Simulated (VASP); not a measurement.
# AgCl (Chlorargyrite) (Fm-3m) in VASP: settings compared

The runs below take AgCl (Chlorargyrite) through single point, with LDA, PBE, PBEsol.

Everything below comes from runs of VASP 6.6.1. Logs are shortened: lines on timing, memory, paths and dates and some standing lists are left out, and cuts for length are marked.

**What was measured.**

A printed reference work, data compilation reports, for a bulk crystal of AgCl: band gap 3.249 eV (indirect).

The results are compared with them further down.

### 1 The cell of the first run

The structure is cubic, space group Fm-3m (No. 225). The conventional cell has a = 5.577 Å, b = 5.577 Å, c = 5.577 Å, α = 90.00°, β = 90.00°, γ = 90.00°. Within 3.7 Å of Ag (site symmetry m-3m) lie 6 Cl at 2.79 Å. Cl (site symmetry m-3m) has 6 Ag at 2.79 Å within 3.7 Å.

### 2 Single point, LDA

Contents of INCAR:

```
ALGO = Normal
EDIFF = 1E-7
ENCUT = 520
GGA = CA
ISIF = 2
ISMEAR = -1
LASPH = True
LCHARG = False
LREAL = False
LWAVE = False
NBANDS = 16
NELM = 100
PREC = Accurate
SIGMA = 0.05
```

Contents of KPOINTS:

```
k-points
0
Gamma
  7 7 7
```

Contents of POSCAR:

```
AgCl
1.0
    0.0000000000      2.7886410693      2.7886410693
    2.7886410693      0.0000000000      2.7886410693
    2.7886410693      2.7886410693      0.0000000000
Ag Cl
1 1
Direct
    0.0000000000      0.0000000000      0.0000000000
    0.5000000000      0.5000000000      0.5000000000
```

Potentials or basis: VASP PAW LDA potentials, release 64 (Ag, Cl).

The run is started by

```console
cat potpaw_LDA.64/Ag/POTCAR potpaw_LDA.64/Cl/POTCAR > POTCAR
mpirun -np 1 vasp_std > vasp.out
```

OUTCAR:

```text
EDIFF = 1E-7
   ENCUT = 520
   GGA = CA
   ISIF = 2
   ISMEAR = -1
   LASPH = True
   LREAL = False
   NELM = 100
   PREC = Accurate

 ion  position               nearest neighbor table
   1  0.000  0.000  0.000-   2 2.79   2 2.79   2 2.79   2 2.79   2 2.79   2 2.79
   2  0.500  0.500  0.500-   1 2.79   1 2.79   1 2.79   1 2.79   1 2.79   1 2.79

  LATTYP: Found a face centered cubic cell.
 ALAT       =     5.5772821386

  Lattice vectors:

 A1 = (   0.0000000000,   2.7886410693,   2.7886410693)
 A2 = (   2.7886410693,   0.0000000000,   2.7886410693)
 A3 = (   2.7886410693,   2.7886410693,   0.0000000000)

Analysis of symmetry for initial positions (statically):
=====================================================================
 Subroutine PRICEL returns:
 Original cell was already a primitive cell.

 Routine SETGRP: Setting up the symmetry group for a
 face centered cubic supercell.

 Subroutine GETGRP returns: Found 48 space group operations
 (whereof 48 operations were pure point group operations)
 out of a pool of 48 trial point group operations.

The static configuration has the point symmetry O_h .

Analysis of symmetry for dynamics (positions and initial velocities):
=====================================================================
 Subroutine PRICEL returns:
 Original cell was already a primitive cell.

 Routine SETGRP: Setting up the symmetry group for a
 face centered cubic supercell.

 Subroutine GETGRP returns: Found 48 space group operations
 (whereof 48 operations were pure point group operations)
 out of a pool of 48 trial point group operations.

The dynamic configuration has the point symmetry O_h .

 Subroutine INISYM returns: Found 48 space group operations
 (whereof 48 operations are pure point group operations),
 and found     1 'primitive' translations

----------------------------------------------------------------------------------------

                                     Primitive cell

  volume of cell :      43.3718

  direct lattice vectors                    reciprocal lattice vectors
     0.000000000  2.788641069  2.788641069    -0.179298801  0.179298801  0.179298801
     2.788641069  0.000000000  2.788641069     0.179298801 -0.179298801  0.179298801
     2.788641069  2.788641069  0.000000000     0.179298801  0.179298801 -0.179298801

  length of vectors
[... 75 lines left out ...]
   ENCUT  =  520.0 eV  38.22 Ry    6.18 a.u.   7.33  7.33  7.33*2*pi/ulx,y,z
   NELM   =    100;   NELMIN=  2; NELMDL= -5     # of ELM steps
   EDIFF  = 0.1E-06   stopping-criterion for ELM
   LREAL  =      F    real-space projection
   EDIFFG = 0.1E-05   stopping-criterion for IOM
   NSW    =      0    number of steps for IOM
   IBRION =     -1    ionic relax: 0-MD 1-quasi-New 2-CG
   NFREE  =      0    steps in history (QN), initial steepest desc. (CG)
   ISIF   =      2    stress and relaxation
   ISYM   =      2    0-nonsym 1-usesym 2-fastsym
   POTIM  = 0.5000    time-step for ionic-motion
   TEBEG  =    0.0;   TEEND  =   0.0 temperature during run
   PSTRESS=    0.0 pullay stress
   NELECT =      18.0000    total number of electrons
   NUPDOWN=      -1.0000    fix difference up-down
   EMIN   =  10.00;   EMAX   =-10.00  energy-range for DOS
   EFERMI =   0.00;   METHOD = LEGACY
   ISMEAR =    -1;   SIGMA  =   0.05  broadening in eV -4-tet -1-fermi 0-gaus
   EFERMI_NEDOS =   21; number of points for ismear=-14 and -15
   IALGO  =     38    algorithm
   IMIX   =      4    mixing-type and parameters
     AMIX     =   0.40;   BMIX     =  1.00
     AMIX_MAG =   1.60;   BMIX_MAG =  1.00
  volume/ion in A,a.u.               =      21.69       146.34
  Fermi-wavevector in a.u.,A,eV,Ry     =   1.221133  2.307607 20.288550  1.491166
  Thomas-Fermi vector in A             =   2.356326
   LORBIT       =      0    0 simple, 1 ext, 2 COOP (PROOUT), +10 PAW based schemes
   GGA     = CA    functional components
   LHFCALC =     F    Hartree Fock is set to
   AEXX    =    0.0000 exact exchange contribution
   IVDW    =     0    specifies the selected vdW correction
   LEPSILON=     F    determine dielectric tensor
   LRPA    =     F    only Hartree local field effects (RPA)
 non-spin polarized calculation
  energy-cutoff  :      520.00
  volume of cell :       43.37
 maximum number of plane-waves:      1211
 NGX is ok and might be reduce to    30
   NGX = 15   NGY = 15   NGZ = 15

 number of electron      18.0000001 magnetization

 Free energy of the ion-electron system (eV)
  ---------------------------------------------------
  ext. energy  EPLUGINS =         0.00000000
  ---------------------------------------------------
  free energy    TOTEN  =        -6.68582350 eV

  energy without entropy =       -6.68580069  energy(sigma->0) =       -6.68581210

 E-fermi :   3.7420     XC(G=0): -10.3560

 val. band max:        3.2915139602   @ k =   0.4286   0.0000   0.0000
 cond. band min:       4.0103240307   @ k =   0.0000   0.0000   0.0000
 fundamental gap:      0.7188100704
 Fermi energy:         3.7419764487

 k-point     1 :       0.0000    0.0000    0.0000
  band No.  band energies     occupation
      1     -11.5698      2.00000
      2       0.9115      2.00000
      3       0.9115      2.00000
      4       0.9115      2.00000
      5       0.9486      2.00000
      6       0.9486      2.00000
[... 357 lines left out ...]
      3      -0.6402      2.00000
      4      -0.4970      2.00000
      5       1.1934      2.00000
      6       1.3284      2.00000
[... 8 lines left out ...]
     15      16.6897      0.00000
     16      18.8806      0.00000

------------------------ aborting loop because EDIFF is reached ----------------------------------------

  FORCE on cell =-STRESS in cart. coord.  units (eV):
  Direction    XX          YY          ZZ          XY          YZ          ZX
  --------------------------------------------------------------------------------------
  -------------------------------------------------------------------------------------
  Total       -1.6747117     -1.6747117     -1.6747117      0.0000000      0.0000000     -0.0000000
  in kB      -61.8646828    -61.8646828    -61.8646828      0.0000000      0.0000000     -0.0000000
  external PRESSURE =     -61.8646828 kB  Pullay stress =       0.0000000 kB

 VOLUME and BASIS-vectors are now :
 -----------------------------------------------------------------------------
  energy-cutoff  :      520.00
  volume of cell :       43.37
      direct lattice vectors                 reciprocal lattice vectors
     0.000000000  2.788641069  2.788641069    -0.179298801  0.179298801  0.179298801
     2.788641069  0.000000000  2.788641069     0.179298801 -0.179298801  0.179298801
     2.788641069  2.788641069  0.000000000     0.179298801  0.179298801 -0.179298801

 POSITION                                       TOTAL-FORCE (eV/Angst)
 -----------------------------------------------------------------------------------
      0.00000      0.00000      0.00000         0.000000     -0.000000      0.000000
      2.78864      2.78864      2.78864        -0.000000      0.000000     -0.000000
 -----------------------------------------------------------------------------------
    total drift:                               -0.000000      0.000000      0.000000

  FREE ENERGIE OF THE ION-ELECTRON SYSTEM (eV)
  ---------------------------------------------------
  free  energy   TOTEN  =        -6.6858235043 eV

  energy  without entropy=       -6.6858006923  energy(sigma->0) =       -6.68581210
```

stdout:

```text
POSCAR found type information on POSCAR AgCl
 POSCAR found :  2 types and       2 ions
 scaLAPACK will be used
 LDA part: xc-table for (Slater(with rela. corr.)+CA(PZ))
 , standard interpolation
 POSCAR, INCAR and KPOINTS ok, starting setup
 FFT: planning ... GRIDC
 FFT: planning ... GRID_SOFT
 FFT: planning ... GRID
 WAVECAR not read
 entering main loop
```

Run time: 18 s. Hardware: 1 thread of AMD EPYC 7R43 (Zen 3), shared host; peak memory 0.11 GiB.

Results:

| Quantity | Value |
| --- | --- |
| Free energy | -6.6858 eV |
| Pressure | -6.2 GPa |
| Band gap on the k mesh | 0.72 eV, indirect (least direct gap 2.88 eV) |

### 3 Single point, PBE

Contents of INCAR:

```
SYSTEM = AgCl
ALGO = Normal ; EDIFF = 1E-7
ENCUT = 520 ; GGA = PE
ISIF = 2 ; ISMEAR = -1
LASPH = .TRUE. ; LCHARG = .FALSE.
LREAL = .FALSE. ; LWAVE = .FALSE.
NBANDS = 16 ; NELM = 80
PREC = Accurate ; SIGMA = 0.05
```

Contents of KPOINTS:

```
k-points
0
G
  7 7 7
  0 0 0
```

POSCAR is that of step 2.

Potentials or basis: VASP PAW PBE potentials, release 64 (Ag, Cl).

The run is started by

```console
cat potpaw_PBE.64/Ag/POTCAR potpaw_PBE.64/Cl/POTCAR > POTCAR
mpirun -np 1 vasp_std > vasp.out
```

Run time: 17 s. Hardware: 1 thread of AMD EPYC 7R43 (Zen 3), shared host; peak memory 0.13 GiB.

Results (log left out):

```yaml
Free_energy: -5.3995 eV
Pressure: 0.7 GPa
Band_gap_on_the_k_mesh: 0.99 eV, indirect (least direct gap 3.17 eV)
```

Levels at points of the mesh, in eV from the valence-band top:
```tsv
k point	band 5	band 6	band 7	band 8	band 9	band 10	band 11	band 12	band 13	band 14
(0.00, 0.00, 0.00)	-2.26	-2.26	-2.18	-2.18	-2.18	0.99	10.93	10.93	10.93	12.48
```

### 4 Single point, PBEsol

This run uses another cell than the first one, of 20.46 Å³/atom, 0.943 times its volume.

Contents of INCAR:

```
SYSTEM = AgCl
PREC = Accurate
ENCUT = 520
EDIFF = 1E-7
ISMEAR = -1
SIGMA = 0.05
LREAL = .False.
LASPH = .True.
NELM = 100
ALGO = Normal
ISIF = 2
LWAVE = .False.
LCHARG = .False.
GGA = PS
NBANDS = 16
```

Contents of KPOINTS:

```
regular mesh
0
Gamma
  6 6 6
  0 0 0
```

Contents of POSCAR:

```
AgCl
1.0
    0.0000000000      2.7350000000      2.7350000000
    2.7350000000      0.0000000000      2.7350000000
    2.7350000000      2.7350000000      0.0000000000
Ag Cl
1 1
Direct
    0.0000000000      0.0000000000      0.0000000000
    0.5000000000      0.5000000000      0.5000000000
```

The run is started by

```console
cat potpaw_PBE.64/Ag/POTCAR potpaw_PBE.64/Cl/POTCAR > POTCAR
mpirun -np 1 vasp_std > vasp.out
```

Wall time 13 s (1 thread of Intel Xeon Platinum 8259CL at 2.50GHz (Skylake/Cascade Lake), shared host); peak memory 0.17 GiB.

The run converged. Its results:

| Quantity | Value |
| --- | --- |
| Free energy | -6.0592 eV |
| Pressure | -0.8 GPa |
| Band gap on the k mesh | 0.72 eV, indirect (least direct gap 3.23 eV) |

Levels at points of the mesh, in eV from the valence-band top:
| k point | band 7 | band 8 | band 9 | band 10 | band 11 | band 12 |
| --- | --- | --- | --- | --- | --- | --- |
| (0.00, 0.00, 0.00) | -2.51 | -2.51 | -2.51 | 0.72 | 10.73 | 10.73 |
| (0.50, 0.00, 0.00) | -1.90 | 0.00 | 0.00 | 3.92 | 6.67 | 7.45 |
| (0.50, 0.50, 0.00) | -2.10 | -2.10 | -1.99 | 2.16 | 7.80 | 8.59 |

Caveat: the PAW data sets were made with another functional, which shifts forces and pressure a little.

### 5 Single point, PBEsol

This run uses another cell than the first one, of 20.46 Å³/atom, 0.943 times its volume.

Contents of INCAR:

```
ALGO = Normal ; EDIFF = 1E-6
ENCUT = 520 ; GGA = PS
ISIF = 2 ; ISMEAR = -1
LASPH = T ; LCHARG = F
LREAL = F ; LWAVE = F
NBANDS = 16 ; NELM = 100
PREC = Accurate ; SIGMA = 0.05
```

Contents of KPOINTS:

```
k-points
0
Gamma
  8 8 8
```

POSCAR is that of step 4.

The run is started by

```console
cat potpaw_PBE.64/Ag/POTCAR potpaw_PBE.64/Cl/POTCAR > POTCAR
mpirun -np 1 vasp_std > vasp.out
```

It took 9.3 s on 1 thread of Intel Xeon 6975P-C (Granite Rapids), shared host; peak memory 0.17 GiB.

The run converged. Its results:

```
Free energy            : -6.0599 eV
Pressure               : -0.8 GPa
Band gap on the k mesh : 0.72 eV, indirect (least direct gap 3.18 eV)
```

Levels at points of the mesh, in eV from the valence-band top:
```tsv
k point	band 5	band 6	band 7	band 8	band 9	band 10	band 11	band 12	band 13	band 14
(0.00, 0.00, 0.00)	-2.61	-2.61	-2.51	-2.51	-2.51	0.72	10.73	10.73	10.73	12.02
(0.50, 0.00, 0.00)	-2.24	-2.24	-1.90	0.00	0.00	3.92	6.67	7.45	7.45	13.48
(0.50, 0.50, 0.00)	-3.03	-2.40	-2.10	-2.10	-1.99	2.16	7.80	8.60	11.56	11.56
```

Caveat: the PAW data sets were made with another functional, which shifts forces and pressure a little.

### 6 Overview

```csv
level,potentials or basis,cell,k mesh,gap on the mesh (eV),pressure (GPa)
LDA,"VASP PAW LDA potentials, release 64 (Ag, Cl)","a = 3.944 Å, angles 60.0°, 2 atoms",7 × 7 × 7,0.72,-6.2
PBE,"VASP PAW PBE potentials, release 64 (Ag, Cl)","a = 3.944 Å, angles 60.0°, 2 atoms",7 × 7 × 7,0.99,0.7
PBEsol,"VASP PAW PBE potentials, release 64 (Ag, Cl)","a = 3.868 Å, angles 60.0°, 2 atoms",6 × 6 × 6,0.72,-0.8
PBEsol,"VASP PAW PBE potentials, release 64 (Ag, Cl)","a = 3.868 Å, angles 60.0°, 2 atoms",8 × 8 × 8,0.72,-0.8
```

Alike in all rows: task single point; no spin polarisation; cutoff (eV) 520; smearing fermi-dirac 0.05 eV.

Caveats: the PAW data sets were made with another functional, which shifts forces and pressure a little (some runs).

Total energies depend on the potentials used, so only differences within one code and one set of settings carry meaning.

### 7 Against experiment

Step 3. Measured gap of AgCl: 3.249 eV (indirect; a printed reference work, data compilation). This calculation gives 0.99 eV (-2.26 eV). So large a miss can be the level of theory's own, or it may mean another phase, state or a wrong row. Spin-orbit coupling on Ag is left out. The value is that of PBE on a finite k mesh, which can miss the band edges, without temperature or zero-point motion. Semilocal functionals fall short of measured gaps as a rule.

Step 4. A measured gap of AgCl is 3.249 eV (indirect; a printed reference work, data compilation); the calculated 0.72 eV misses it by -2.53 eV. So large a miss can be the level of theory's own, or it may mean another phase, state or a wrong row. Spin-orbit coupling on Ag is left out. The value is that of PBEsol on a finite k mesh, which can miss the band edges, without temperature or zero-point motion. Semilocal functionals fall short of measured gaps as a rule.

Step 5. Against the measured gap of AgCl, 3.249 eV (indirect; a printed reference work, data compilation), the calculated 0.72 eV is off by -2.53 eV. So large a miss can be the level of theory's own, or it may mean another phase, state or a wrong row. Spin-orbit coupling on Ag is left out. The value is that of PBEsol on a finite k mesh, which can miss the band edges, without temperature or zero-point motion. Semilocal functionals fall short of measured gaps as a rule.
